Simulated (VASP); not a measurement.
# Ge (Cmcm) in VASP: further runs

One crystal, Ge, is run at these levels: PBE; tasks: single point.

Everything below comes from runs of VASP 6.6.1. Logs are shortened: lines on timing, memory, paths and dates and some standing lists are left out, and cuts for length are marked.

## Step 1: Starting point

Symmetry: Cmcm, No. 63, orthorhombic system. Conventional cell: a = 2.976 Å, b = 5.189 Å, c = 4.728 Å, α = 90.00°, β = 90.00°, γ = 90.00°. Around Ge (site symmetry m2m) lie 12 Ge at 2.92 to 2.99 Å.

This isn't the form of Ge at room conditions, which is diamond.

## Step 2: Single point, PBE

Contents of INCAR:

```
PREC = Accurate
ENCUT = 520
EDIFF = 1E-7
ISMEAR = 0
SIGMA = 0.1
LREAL = F
LASPH = T
NELM = 100
ALGO = Normal
ISIF = 2
LWAVE = F
LCHARG = F
GGA = PE
NBANDS = 21
```

Contents of KPOINTS:

```
regular mesh
0
Gamma
  6 6 4
```

Contents of POSCAR:

```
Ge
1.0
    1.4880529250     -2.5946896100      0.0000000000
    1.4880529250      2.5946896100      0.0000000000
    0.0000000000      0.0000000000      4.7275957900
Ge
2
Direct
    0.6665533700      0.3334466300      0.2500000000
    0.3334466300      0.6665533700      0.7500000000
```

Potentials or basis: VASP PAW PBE potentials, release 64 (Ge_d).

On the command line:

```bash
cat potpaw_PBE.64/Ge_d/POTCAR > POTCAR
mpirun -np 1 vasp_std > vasp.out
```

OUTCAR:

```text
PREC = Accurate
   ENCUT = 520
   EDIFF = 1E-7
   ISMEAR = 0
   LREAL = F
   LASPH = T
   NELM = 100
   ISIF = 2
   GGA = PE

 ion  position               nearest neighbor table
   1  0.667  0.333  0.250-
   2  0.333  0.667  0.750-

  LATTYP: Found a base centered orthorhombic cell.
 ALAT       =     2.9761058500
 B/A-ratio  =     1.7436809984
 C/A-ratio  =     1.5885173540

  Lattice vectors:

 A1 = (   1.4880529250,  -2.5946896100,   0.0000000000)
 A2 = (   1.4880529250,   2.5946896100,   0.0000000000)
 A3 = (   0.0000000000,   0.0000000000,   4.7275957900)

Analysis of symmetry for initial positions (statically):
=====================================================================
 Subroutine PRICEL returns:
 Original cell was already a primitive cell.

 Routine SETGRP: Setting up the symmetry group for a
 base centered orthorhombic supercell.

 Subroutine GETGRP returns: Found  8 space group operations
 (whereof  4 operations were pure point group operations)
 out of a pool of  8 trial point group operations.

The static configuration has the point symmetry C_2h.
 The point group associated with its full space group is D_2h.

Analysis of symmetry for dynamics (positions and initial velocities):
=====================================================================
 Subroutine PRICEL returns:
 Original cell was already a primitive cell.

 Routine SETGRP: Setting up the symmetry group for a
 base centered orthorhombic supercell.

 Subroutine GETGRP returns: Found  8 space group operations
 (whereof  4 operations were pure point group operations)
 out of a pool of  8 trial point group operations.

The dynamic configuration has the point symmetry C_2h.
 The point group associated with its full space group is D_2h.

 Subroutine INISYM returns: Found  8 space group operations
 (whereof  4 operations are pure point group operations),
 and found     1 'primitive' translations

----------------------------------------------------------------------------------------

                                     Primitive cell

  volume of cell :      36.5068

  direct lattice vectors                    reciprocal lattice vectors
     1.488052925 -2.594689610  0.000000000     0.336009554 -0.192701277  0.000000000
     1.488052925  2.594689610  0.000000000     0.336009554  0.192701277  0.000000000
     0.000000000  0.000000000  4.727595790     0.000000000  0.000000000  0.211524006

  length of vectors
     2.991106096  2.991106096  4.727595790     0.387345069  0.387345069  0.211524006

  position of ions in fractional coordinates (direct lattice)
     0.666553370  0.333446630  0.250000000
     0.333446630  0.666553370  0.750000000

  ion indices of the primitive-cell ions
   primitive index   ion index
                 1           1
                 2           2

----------------------------------------------------------------------------------------

 KPOINTS: regular mesh

Automatic generation of k-mesh.
 Grid dimensions read from file:
 generate k-points for:    6    6    4

 Generating k-lattice:

  Cartesian coordinates                     Fractional coordinates (reciprocal lattice)
     0.056001592 -0.032116879  0.000000000     0.166666667  0.000000000  0.000000000
     0.056001592  0.032116879  0.000000000     0.000000000  0.166666667  0.000000000
     0.000000000  0.000000000  0.052881001     0.000000000  0.000000000  0.250000000

  Length of vectors
     0.064557512  0.064557512  0.052881001

  Shift w.r.t. Gamma in fractional coordinates (k-lattice)
     0.000000000  0.000000000  0.000000000

 Subroutine IBZKPT returns following result:
 ===========================================

 Found     39 irreducible k-points:

 Following reciprocal coordinates:
            Coordinates               Weight
  0.000000  0.000000  0.000000      1.000000
  0.166667  0.000000  0.000000      4.000000
  0.333333  0.000000  0.000000      4.000000
  0.500000  0.000000  0.000000      2.000000
  0.166667  0.166667  0.000000      2.000000
  0.333333  0.166667  0.000000      4.000000
[... 16 lines left out ...]
  0.333333  0.333333  0.250000      4.000000
  0.500000  0.333333  0.250000      8.000000
 [... further k-points ...]
   k-points           NKPTS =     39   k-points in BZ     NKDIM =     39   number of bands    NBANDS=     21
   number of dos      NEDOS =    301   number of ions     NIONS =      2
   total plane-waves  NPLWV =  20736
   dimension x,y,z NGX =    24 NGY =   24 NGZ =   36
   dimension x,y,z NGXF=    48 NGYF=   48 NGZF=   72
   ions per type =               2
   NGX,Y,Z   is equivalent  to a cutoff of  13.34, 13.34, 12.66 a.u.
   NGXF,Y,Z  is equivalent  to a cutoff of  26.68, 26.68, 25.32 a.u.
 SYSTEM =  unknown system
   PREC   = accura    normal or accurate (medium, high low for compatibility)
   ISTART =      0    job   : 0-new  1-cont  2-samecut
   ICHARG =      2    charge: 1-file 2-atom 10-const
   ISPIN  =      1    spin polarized calculation?
   LNONCOLLINEAR =      F non collinear calculations
   LSORBIT =      F    spin-orbit coupling
   LASPH  =      T    aspherical Exc in radial PAW
   ENCUT  =  520.0 eV  38.22 Ry    6.18 a.u.   5.56  5.56  8.79*2*pi/ulx,y,z
   NELM   =    100;   NELMIN=  2; NELMDL= -5     # of ELM steps
   EDIFF  = 0.1E-06   stopping-criterion for ELM
   LREAL  =      F    real-space projection
   EDIFFG = 0.1E-05   stopping-criterion for IOM
   NSW    =      0    number of steps for IOM
   IBRION =     -1    ionic relax: 0-MD 1-quasi-New 2-CG
   NFREE  =      0    steps in history (QN), initial steepest desc. (CG)
   ISIF   =      2    stress and relaxation
   ISYM   =      2    0-nonsym 1-usesym 2-fastsym
   POTIM  = 0.5000    time-step for ionic-motion
   TEBEG  =    0.0;   TEEND  =   0.0 temperature during run
   PSTRESS=    0.0 pullay stress
   NELECT =      28.0000    total number of electrons
   NUPDOWN=      -1.0000    fix difference up-down
   EMIN   =  10.00;   EMAX   =-10.00  energy-range for DOS
   EFERMI =   0.00;   METHOD = LEGACY
   ISMEAR =     0;   SIGMA  =   0.10  broadening in eV -4-tet -1-fermi 0-gaus
   EFERMI_NEDOS =   21; number of points for ismear=-14 and -15
   IALGO  =     38    algorithm
   IMIX   =      4    mixing-type and parameters
     AMIX     =   0.40;   BMIX     =  1.00
     AMIX_MAG =   1.60;   BMIX_MAG =  1.00
  volume/ion in A,a.u.               =      18.25       123.18
  Fermi-wavevector in a.u.,A,eV,Ry     =   1.498544  2.831837 30.553703  2.245634
  Thomas-Fermi vector in A             =   2.610289
   LORBIT       =      0    0 simple, 1 ext, 2 COOP (PROOUT), +10 PAW based schemes
   GGA     = PE    functional components
   LHFCALC =     F    Hartree Fock is set to
   AEXX    =    0.0000 exact exchange contribution
   IVDW    =     0    specifies the selected vdW correction
   LEPSILON=     F    determine dielectric tensor
   LRPA    =     F    only Hartree local field effects (RPA)
 non-spin polarized calculation
 Gauss-broadening in eV      SIGMA  =   0.10
  energy-cutoff  :      520.00
  volume of cell :       36.51
 maximum number of plane-waves:      1014
 NGX is ok and might be reduce to    24
   NGX = 11   NGY = 11   NGZ = 17

 number of electron      28.0000012 magnetization

 Free energy of the ion-electron system (eV)
  ---------------------------------------------------
  ext. energy  EPLUGINS =         0.00000000
  ---------------------------------------------------
  free energy    TOTEN  =        -8.30912918 eV

  energy without entropy =       -8.30429103  energy(sigma->0) =       -8.30671010

 E-fermi :   7.3663     XC(G=0): -11.4688

 val. band max:        7.3608523289   @ k =   0.1667   0.1667   0.2500
 cond. band min:       7.3702557072   @ k =  -0.3333   0.1667   0.2500
 fundamental gap:      0.0094033784
 Fermi energy:         7.3663190371

 k-point     1 :       0.0000    0.0000    0.0000
  band No.  band energies     occupation
      1     -17.6165      2.00000
      2     -17.6130      2.00000
      3     -17.6093      2.00000
      4     -17.6045      2.00000
      5     -17.6034      2.00000
      6     -17.6006      2.00000
[... 13 lines left out ...]
     20      19.9786      0.00000
     21      21.2391      0.00000

 k-point     2 :       0.1667    0.0000    0.0000
  band No.  band energies     occupation
      1     -17.6327      2.00000
      2     -17.6101      2.00000
      3     -17.5959      2.00000
      4     -17.5949      2.00000
      5     -17.5922      2.00000
      6     -17.5898      2.00000
[... 13 lines left out ...]
     20      20.4926      0.00000
     21      21.2282      0.00000

 k-point     3 :       0.3333    0.0000    0.0000
  band No.  band energies     occupation
      1     -17.6604      2.00000
      2     -17.6206      2.00000
      3     -17.6117      2.00000
      4     -17.6108      2.00000
      5     -17.5695      2.00000
      6     -17.5499      2.00000
[... 13 lines left out ...]
     20      18.8358      0.00000
     21      20.3174      0.00000

 k-point     4 :       0.5000    0.0000    0.0000
  band No.  band energies     occupation
      1     -17.6731      2.00000
      2     -17.6347      2.00000
      3     -17.6181      2.00000
      4     -17.6154      2.00000
      5     -17.5599      2.00000
      6     -17.5567      2.00000
[... 13 lines left out ...]
     20      18.3157      0.00000
     21      19.8437      0.00000

 k-point     5 :       0.1667    0.1667    0.0000
  band No.  band energies     occupation
      1     -17.6276      2.00000
      2     -17.6252      2.00000
      3     -17.6179      2.00000
      4     -17.6026      2.00000
      5     -17.5794      2.00000
      6     -17.5676      2.00000
[... 13 lines left out ...]
     20      18.5805      0.00000
     21      19.4816      0.00000
[... 382 lines left out ...]
     20      18.8687      0.00000
     21      19.3747      0.00000

 k-point    22 :      -0.1667    0.1667    0.2500
  band No.  band energies     occupation
      1     -17.6338      2.00000
      2     -17.6164      2.00000
      3     -17.6070      2.00000
      4     -17.6021      2.00000
      5     -17.5923      2.00000
      6     -17.5858      2.00000
[... 13 lines left out ...]
     20      19.2429      0.00000
     21      20.6555      0.00000

 k-point    23 :       0.3333    0.3333    0.2500
  band No.  band energies     occupation
      1     -17.6331      2.00000
      2     -17.6154      2.00000
      3     -17.6151      2.00000
      4     -17.5751      2.00000
      5     -17.5718      2.00000
      6     -17.5717      2.00000
[... 13 lines left out ...]
     20      21.8932      0.00000
     21      21.9491      0.00000

 k-point    24 :       0.5000    0.3333    0.2500
  band No.  band energies     occupation
      1     -17.6409      2.00000
      2     -17.6320      2.00000
      3     -17.6101      2.00000
      4     -17.6017      2.00000
      5     -17.5873      2.00000
      6     -17.5520      2.00000
[... 13 lines left out ...]
     20      18.4658      0.00000
     21      20.0728      0.00000

 [... further k-points ...]

------------------------ aborting loop because EDIFF is reached ----------------------------------------

  FORCE on cell =-STRESS in cart. coord.  units (eV):
  Direction    XX          YY          ZZ          XY          YZ          ZX
  --------------------------------------------------------------------------------------
  -------------------------------------------------------------------------------------
  Total        0.3276033      0.2196833      1.6657061      0.0000000     -0.0000000      0.0000000
  in kB       14.3775448      9.6412523     73.1029400      0.0000000     -0.0000000      0.0000000
  external PRESSURE =      32.3739123 kB  Pullay stress =       0.0000000 kB

 VOLUME and BASIS-vectors are now :
 -----------------------------------------------------------------------------
  energy-cutoff  :      520.00
  volume of cell :       36.51
      direct lattice vectors                 reciprocal lattice vectors
     1.488052925 -2.594689610  0.000000000     0.336009554 -0.192701277  0.000000000
     1.488052925  2.594689610  0.000000000     0.336009554  0.192701277  0.000000000
     0.000000000  0.000000000  4.727595790     0.000000000  0.000000000  0.211524006

 POSITION                                       TOTAL-FORCE (eV/Angst)
 -----------------------------------------------------------------------------------
      1.48805     -0.86431      1.18190         0.000000     -0.001350      0.000000
      1.48805      0.86431      3.54570         0.000000      0.001350      0.000000
 -----------------------------------------------------------------------------------
    total drift:                                0.000000     -0.000000      0.000000

  FREE ENERGIE OF THE ION-ELECTRON SYSTEM (eV)
  ---------------------------------------------------
  free  energy   TOTEN  =        -8.3091291761 eV

  energy  without entropy=       -8.3042910288  energy(sigma->0) =       -8.30671010
```

Run time: 17 s. Hardware: 1 thread of Intel Xeon Platinum 8488C (Sapphire Rapids), shared host; peak memory 0.15 GiB.

Results:

| Property | Result |
| --- | --- |
| Free energy | -8.3091 eV |
| Pressure | 3.2 GPa |
| Band gap on the k mesh | none (metal or under the smearing width) |

Stress tensor (GPa, compression positive):
```
1.44 0.00 0.00
0.00 0.96 0.00
0.00 0.00 7.31
```

Levels at points of the mesh, in eV from the Fermi level:
| k point | band 10 | band 11 | band 12 | band 13 | band 14 | band 15 | band 16 | band 17 | band 18 | band 19 |
| --- | --- | --- | --- | --- | --- | --- | --- | --- | --- | --- |
| (0.00, 0.00, 0.00) | -24.88 | -13.67 | -7.78 | -5.83 | 6.31 | 6.42 | 8.39 | 8.50 | 9.82 | 11.10 |
| (0.50, 0.00, 0.00) | -24.87 | -8.74 | -7.41 | -2.57 | -1.57 | -1.18 | 1.14 | 2.14 | 6.13 | 6.91 |
| (0.50, 0.50, 0.00) | -24.87 | -8.81 | -7.45 | -2.61 | -1.59 | -1.25 | 1.10 | 2.29 | 6.27 | 7.06 |
| (0.00, 0.00, 0.50) | -24.90 | -12.00 | -12.00 | 1.58 | 1.58 | 7.45 | 7.45 | 7.56 | 7.56 | 12.41 |
| (0.50, 0.00, 0.50) | -24.87 | -7.29 | -7.29 | -5.23 | -5.23 | 3.80 | 3.80 | 4.77 | 4.77 | 8.37 |
| (0.50, 0.50, 0.50) | -24.87 | -7.37 | -7.37 | -5.26 | -5.26 | 3.95 | 3.95 | 4.79 | 4.79 | 8.45 |

Caveat: the k mesh is coarse (spacing up to 0.41 Å⁻¹), so the values aren't converged.

## Step 3: Single point, PBE, collinear spin, typed start

Contents of INCAR:

```
  PREC = Accurate
  ENCUT = 520
  EDIFF = 1E-7
  ISMEAR = 1
  SIGMA = 0.033
  LREAL = F
  LASPH = T
  NELM = 150
  ALGO = Normal
  ISIF = 2
  LWAVE = F
  LCHARG = F
  ISPIN = 2
  MAGMOM = 0 -5
  LORBIT = 11
  GGA = PE
  NBANDS = 25
```

KPOINTS is that of step 2.

POSCAR is that of step 2.

Potentials or basis: VASP PAW PBE potentials, release 64 (Ge_d).

On the command line:

```bash
cat potpaw_PBE.64/Ge_d/POTCAR > POTCAR
mpirun -np 1 vasp_std > vasp.out
```

OUTCAR:

```text
PREC = Accurate
   ENCUT = 520
   EDIFF = 1E-7
   ISMEAR = 1
   LREAL = F
   LASPH = T
   NELM = 150
   ISIF = 2
   ISPIN = 2
   LORBIT = 11
   GGA = PE

 ion  position               nearest neighbor table
   1  0.667  0.333  0.250-
   2  0.333  0.667  0.750-

  LATTYP: Found a base centered orthorhombic cell.
 ALAT       =     2.9761058500
 B/A-ratio  =     1.7436809984
 C/A-ratio  =     1.5885173540

  Lattice vectors:
[... 1564 lines left out ...]
  in kB       14.3168591      9.5052045     72.9867020      0.0000000      0.0000000      0.0000000
  external PRESSURE =      32.2695886 kB  Pullay stress =       0.0000000 kB

 VOLUME and BASIS-vectors are now :
 -----------------------------------------------------------------------------
  energy-cutoff  :      520.00
  volume of cell :       36.51
      direct lattice vectors                 reciprocal lattice vectors
     1.488052925 -2.594689610  0.000000000     0.336009554 -0.192701277  0.000000000
     1.488052925  2.594689610  0.000000000     0.336009554  0.192701277  0.000000000
     0.000000000  0.000000000  4.727595790     0.000000000  0.000000000  0.211524006

 POSITION                                       TOTAL-FORCE (eV/Angst)
 -----------------------------------------------------------------------------------
      1.48805     -0.86431      1.18190         0.000000     -0.003153      0.000000
      1.48805      0.86431      3.54570         0.000000      0.003153      0.000000
 -----------------------------------------------------------------------------------
    total drift:                               -0.000000      0.000007      0.000000

  FREE ENERGIE OF THE ION-ELECTRON SYSTEM (eV)
  ---------------------------------------------------
  free  energy   TOTEN  =        -8.3053119007 eV

  energy  without entropy=       -8.3052528763  energy(sigma->0) =       -8.30529223

 total charge

# of ion       s       p       d       tot
------------------------------------------
    1        1.259   0.914  10.029  12.202
    2        1.259   0.914  10.029  12.202
--------------------------------------------------
tot          2.518   1.828  20.058  24.405

 magnetization (x)

# of ion       s       p       d       tot
------------------------------------------
    1       -0.000  -0.016  -0.003  -0.019
    2       -0.000  -0.016  -0.003  -0.019
--------------------------------------------------
tot         -0.001  -0.031  -0.005  -0.037
```

OSZICAR:

```text
N       E                     dE             d eps       ncg     rms          rms(c)
DAV:   1     0.185112337933E+03    0.18511E+03   -0.12674E+04  5007   0.315E+03
DAV:   2     0.220599554759E+02   -0.16305E+03   -0.15493E+03  4012   0.558E+02
DAV:   3    -0.318612595594E+01   -0.25246E+02   -0.25012E+02  4300   0.123E+02
DAV:   4    -0.387349523039E+01   -0.68737E+00   -0.68685E+00  4575   0.229E+01
DAV:   5    -0.388204541748E+01   -0.85502E-02   -0.85496E-02  4577   0.273E+00    0.315E+01
DAV:   6    -0.717934761145E+01   -0.32973E+01   -0.14986E+00  5298   0.172E+01    0.129E+01
DAV:   7    -0.825753838730E+01   -0.10782E+01   -0.68070E-01  5007   0.890E+00    0.120E+00
DAV:   8    -0.830616427415E+01   -0.48626E-01   -0.99446E-02  5602   0.310E+00    0.462E-01
DAV:   9    -0.830577483943E+01    0.38943E-03   -0.71250E-03  5612   0.175E+00    0.191E-01
DAV:  10    -0.830545214708E+01    0.32269E-03   -0.11574E-03  5072   0.878E-01    0.841E-02
DAV:  11    -0.830531699217E+01    0.13515E-03   -0.24660E-04  5321   0.438E-01    0.262E-02
DAV:  12    -0.830530746546E+01    0.95267E-05   -0.24694E-05  5397   0.150E-01    0.144E-02
DAV:  13    -0.830530982092E+01   -0.23555E-05   -0.45010E-06  5829   0.718E-02    0.751E-03
DAV:  14    -0.830531175567E+01   -0.19347E-05   -0.15404E-06  4889   0.195E-02    0.175E-03
DAV:  15    -0.830531190802E+01   -0.15235E-06   -0.30550E-07  4267   0.927E-03    0.537E-04
DAV:  16    -0.830531190065E+01    0.73705E-08   -0.32858E-08  2198   0.301E-03
   1 F= -.83053119E+01 E0= -.83052922E+01  d E =-.590244E-04  mag=    -0.0736
```

Run time: 39 s. Hardware: 1 thread of Intel Xeon Platinum 8488C (Sapphire Rapids), shared host; peak memory 0.19 GiB.

What came out:

```yaml
Free_energy: -8.3053 eV
Pressure: 3.2 GPa
Largest_force: 0.003 eV/Å
Band_gap_on_the_k_mesh: none (metal or under the smearing width)
Net_moment: -0.07 μB per cell
Valence_electrons_inside_the_program's_atomic_spheres: Ge 12.20
```

Forces on the atoms (eV/Å):
```
Ge   0.000 -0.003  0.000
Ge   0.000  0.003  0.000
```

Caveat: the k mesh is coarse (spacing up to 0.41 Å⁻¹), so the values aren't converged.
